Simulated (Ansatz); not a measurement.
# ZnAu (Pm-3m) in Ansatz: a run that goes wrong, beside a sound one

Two runs on ZnAu: the first has a flaw, the second is sound.

Program: Ansatz 0.2.0. These are calculated values, not measurements. Logs are shortened: lines on timing, memory, paths and dates and some standing lists are left out, and cuts for length are marked.

## (1) The crystal as given

The structure is cubic, space group Pm-3m (No. 221). The conventional cell has a = 3.147 Å, b = 3.147 Å, c = 3.147 Å, α = 90.00°, β = 90.00°, γ = 90.00°. Around Au (site symmetry m-3m) lie 8 Zn at 2.73 Å. Zn (site symmetry m-3m) has 8 Au at 2.73 Å as nearest neighbours.

## (2) A run with an altered input

The input, input.yaml:

```yaml
crystal:
  lattice:
    - [3.147, 0.0, 0.0]
    - [0.0, 3.147, 0.0]
    - [0.0, 0.0, 3.147]
  atoms:
    - { symbol: Au, position: [0.0, 0.0, 0.0] }
    - { symbol: Zn, position: [0.5, 0.5, 0.5] }
hamiltonian:
  xc: pbe
  pseudopotentials: { kind: paw }
kpoints:
  mp_grid: { grid: [8, 8, 8] }
  band_path:
    path:
      - [[0.0, 0.0, 0.0], [0.0, 0.5, 0.0], [0.5, 0.5, 0.0], [0.0, 0.0, 0.0], [0.5, 0.5, 0.5], [0.0, 0.5, 0.0]]
      - [[0.5, 0.5, 0.0], [0.5, 0.5, 0.5]]
    npoints: 14
scf:
  occupations: { method: fermi_dirac, width: 0.05 }
  n_extra_bands: 6
  convergence: { dr2_threshold: -1.0e-06 }
  max_iter: 50
output:
  forces: true
  stress: true
  eigenvalues: true
  fatbands: true
```

Potentials or basis: Ansatz PAW.

Started as:

```sh
$ ansatz run input.yaml --threads 2 --pin off --max-ram 5632MiB --backend cpu --events-out ev --progress --plain --runs-dir out
```

What it wrote:

```text
Error: invalid value for `scf.convergence.dr2_threshold`: must be finite and > 0; got -0.000001 eV
```

Run time: 0.04 s. Hardware: 2 threads of Arm Neoverse N1, shared host; peak memory 0.031 GiB.

The input was rejected before any iteration. The input was made wrong on purpose: a threshold that can't be met (scf.convergence.dr2_threshold = -1e-06).

## (3) Band structure, PBE

Edit input.yaml of step 2 so:

```diff
@@ -21,4 +21,2 @@
   n_extra_bands: 6
-  convergence: { dr2_threshold: -1.0e-06 }
-  max_iter: 50
 output:
@@ -28 +26,5 @@
   fatbands: true
+  write_density: true
+  write_potential: true
+  elf: true
+  volumetric_format: npy
```

Potentials or basis: Ansatz PAW.

Started as:

```sh
$ ansatz run input.yaml --threads 2 --pin off --max-ram 5632MiB --backend cpu --events-out ev --progress --plain --runs-dir out
```

Run time: 3.3 s. Hardware: 2 threads of Arm Neoverse N1, shared host; peak memory 0.32 GiB.

It converged, with:

* Free energy: -16468.7735 eV
* Pressure: 5.1 GPa
* Band gap on the k mesh: none (metal or under the smearing width)

Levels at the corners of the path, in eV from the Fermi level:
```
point  band 12  band 13  band 14  band 15  band 16  band 17  band 18  band 19
    Γ    -5.32    -3.62    -3.62    -3.62     5.09     5.09     5.09     8.97
    X    -5.34    -4.81    -4.81    -3.78    -2.26    10.49    11.24    11.24
    M    -3.97    -3.97    -3.04    -1.88    -1.88     0.96     2.62    10.50
    Γ    -5.32    -3.62    -3.62    -3.62     5.09     5.09     5.09     8.97
    R    -6.33    -2.99    -2.99     1.51     3.69     3.86     3.86     3.86
    X    -5.34    -4.81    -4.81    -3.78    -2.26    10.49    11.24    11.24
    M    -3.97    -3.97    -3.04    -1.88    -1.88     0.96     2.62    10.50
    R    -6.33    -2.99    -2.99     1.51     3.69     3.86     3.86     3.86
```

Caveat: spin-orbit coupling is left out, which moves the levels of the heavy elements.
